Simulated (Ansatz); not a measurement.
# Silicon, fcc: HSE06 after PBE

Aim: see what exact exchange does to the levels, and what it costs. Spin polarisation is left out. The geometry was relaxed under PBE beforehand and is kept. Exact exchange is dear, so the k-mesh is coarse, and PBE is run on the same mesh for comparison.

Method: DFT, plane waves (420 eV) with PBE-made PAW files, scalar-relativistic; functionals as named at each step, in Ansatz 0.2.0.

### 1 The structure to begin with

It takes space group Fm-3m (No. 225, cubic). The conventional cell has a = 3.866 Å, b = 3.866 Å, c = 3.866 Å, α = 90.00°, β = 90.00°, γ = 90.00°. Si (site symmetry m-3m) is surrounded by 12 Si at 2.73 Å.

Structure file:

```cif
data_structure
_symmetry_space_group_name_H-M 'P 1'
_symmetry_Int_Tables_number 1
_cell_length_a 2.7334
_cell_length_b 2.7334
_cell_length_c 2.7334
_cell_angle_alpha 60.000
_cell_angle_beta 60.000
_cell_angle_gamma 60.000
_cell_volume 14.44
loop_
_atom_site_label
_atom_site_type_symbol
_atom_site_fract_x
_atom_site_fract_y
_atom_site_fract_z
_atom_site_occupancy
Si1 Si 0.00000 0.00000 0.00000 1
```

### 2 PBE on the coarse mesh

The run with PBE.

Contents of input.yaml:

```yaml
crystal:
  lattice:
    - [0.0, 1.9327840125, 1.9327840125]
    - [1.9327840125, 0.0, 1.9327840125]
    - [1.9327840125, 1.9327840125, 0.0]
  atoms:
    - { symbol: Si, position: [0.0, 0.0, 0.0] }
hamiltonian:
  xc: pbe
  pseudopotentials:
    kind: paw
    azcp:
      Si: "pseudopotentials/Si.paw.azcp"
basis:
  ecutwfc: 420
  fft_grid_basis: typed
kpoints:
  mp_grid: { grid: [7, 7, 7], shift: [0, 0, 0] }
magnetization:
  spin_polarized: false
scf:
  occupations: { method: fermi_dirac, width: 0.1 }
```

Started as:

```sh
ansatz run input.yaml --threads 4 --pin off --max-ram 8192MiB --backend cpu --events-out ev --progress --plain --runs-dir out
```

The log of the run (excerpt; [...] marks lines left out):

```text
Warning: RAYON_NUM_THREADS=4 ignored (pool sized by the plan → 4); use --threads N
[...]
Pseudopotentials: kind: paw
Pseudopotential: Si, paw, valence charge 4, recommended cutoff 420 eV (normal), <dir>
Functional definition: PBE
[...]
Crystal: 1 atoms, lattice volume = 14.440 Å³
Basis set: ecut = 420 eV, 283 PW (Γ)
Bands: 6, of which v1, the nominal top of the filled ones, is band 2 counted from 1 (1 counted from 0)
Symmetry: 48 space group operations
Space group: Fm-3m (ITA 225), of the structure as read, at distance tolerance 2.4e-5 Å
k-points: 20 of 343
[...]
SCF iter   1: F=—  HF=-635.268263 eV  |F-HF|=—  |Δ(HF+E_count)|=         —  Δρ=2.34e-3  dr2=5.68e-4  ethr=1.77e-3  ⟨swp⟩=4.8  Hψ=1102  notcnv=0
[...]
SCF iter   6: F=-635.268324 eV  HF=-635.268324 eV  |F-HF|=3.62e-11  |Δ(HF+E_count)|=  2.83e-11  Δρ=7.42e-7  dr2=8.43e-11  ethr=1.54e-11  ⟨swp⟩=1.0  Hψ=290  notcnv=0
[...]
SCF converged after 6 iterations
Free energy (F): -635.268324 eV
[...]
E sigma→0 (E₀):  -635.261379 eV
Entropy (-TS):   -0.013890 eV (-13.890 meV/atom)
Fermi energy:    10.757092 eV
[...]
```

Run time: 0.33 s. Hardware: 4 threads of Arm Neoverse N1, shared host; peak memory 0.22 GiB.

### 3 HSE06, coarse mesh

The run with HSE06.

input.yaml, as its differences from that of step 2:

```diff
@@ -8,3 +8,3 @@
 hamiltonian:
-  xc: pbe
+  xc: hse06
   pseudopotentials:
```

Started as:

```sh
ansatz run input.yaml --threads 4 --pin off --max-ram 8192MiB --backend cpu --events-out ev --progress --plain --runs-dir out
```

The log of the run (excerpt; [...] marks lines left out):

```text
Warning: RAYON_NUM_THREADS=4 ignored (pool sized by the plan → 4); use --threads N
[...]
[... 2 set-up lines as earlier in the session ...]
Functional definition: HSE06
[...]
Crystal: 1 atoms, lattice volume = 14.440 Å³
Basis set: ecut = 420 eV, 283 PW (Γ)
Bands: 6, of which v1, the nominal top of the filled ones, is band 2 counted from 1 (1 counted from 0)
[... 2 set-up lines as earlier in the session ...]
k-points: 20 of 343
[...]
SCF iter   1: F=—  HF=-635.267885 eV  |F-HF|=—  |Δ(HF+E_count)|=         —  Δρ=2.49e-3  dr2=6.54e-4  ethr=1.77e-3  ⟨swp⟩=6.1  Hψ=565  notcnv=0
[...]
Frozen-core exchange: fock
[...]
SCF 2 stopped early in 4 iterations: F = -635.604533 eV  dr2 = 2.14e-7
hybrid outer 1: dexx = +3.683e-4 eV, tail = 6.84e-7 eV
[...]
Frozen-core exchange: fock
[...]
hybrid outer 2: dexx = +9.540e-9 eV, tail = 7.90e-9 eV, Δε = 4.99e-4 eV (about 6.81e-5 eV left of the loop's levels)
hybrid SCF converged: 2 outer / 6 inner (+4 warm-up), last move |dexx| = 9.54e-9 eV, tail = 7.90e-9 eV
Stability not checked: this state was not tested for a lower state beside it, because the functional holds exact exchange (a hybrid, or Hartree-Fock), whose exchange loop this test does not read (fock_operator; see scf.lower_state_search)
Free energy (F): -635.604535 eV
Frozen-core exchange: fock
[...]
E sigma→0 (E₀):  -635.598085 eV
Entropy (-TS):   -0.012899 eV (-12.899 meV/atom)
Fermi energy:    10.792140 eV
[...]
--- Band table (eV; the first three rows and the last of 20) ---
  k-point 0: bands = ["-5.5638", "23.0911", "23.0911", "23.0911", "23.7047"]
[...]
  guard bands above this table: 1 of the run's 6 bands, where the rule asks 2: the bands that hold charge and the lowest empty level above them stay in the table. The solve was not asked for them (output.publish_guard_bands: true or output.eigenvalues: true publishes all)
```

It took 2.9 s on 4 threads of Arm Neoverse N1, shared host; peak memory 0.47 GiB.

### 4 The functionals compared

```tsv
functional	gap on the mesh	Fermi energy (eV)	SCF cycles	exchange loops	CPU time
PBE	none (levels filled in part)	10.757	6	-	0.46 s
HSE06	none (levels filled in part)	10.792	10	2	7.9 s
```

### 5 What came out

| quantity | value |
| --- | --- |
| PBE: gap | none (levels filled in part) |
| HSE06: gap | none (levels filled in part) |
| HSE06: SCF cycles, exchange loops | 10, 2 |
| HSE06: CPU time over that of PBE | 17 |
| HSE06: relative to diamond | +682 meV/atom |

What this shows: Both PBE and HSE06 leave levels filled in part. The hybrid took 17 times as much CPU time as PBE on the same settings. HSE06 needed 2 outer loops of the exchange operator. The dense-mesh value adds -15.3 meV/atom, the change that PBE shows between the coarse mesh and its own dense run (not shown). Under HSE06 it lies 682 meV/atom above diamond (computed apart in the same way); on such meshes a few tens of meV are uncertain for metals. The total energies in the logs cannot be compared from one functional to another.
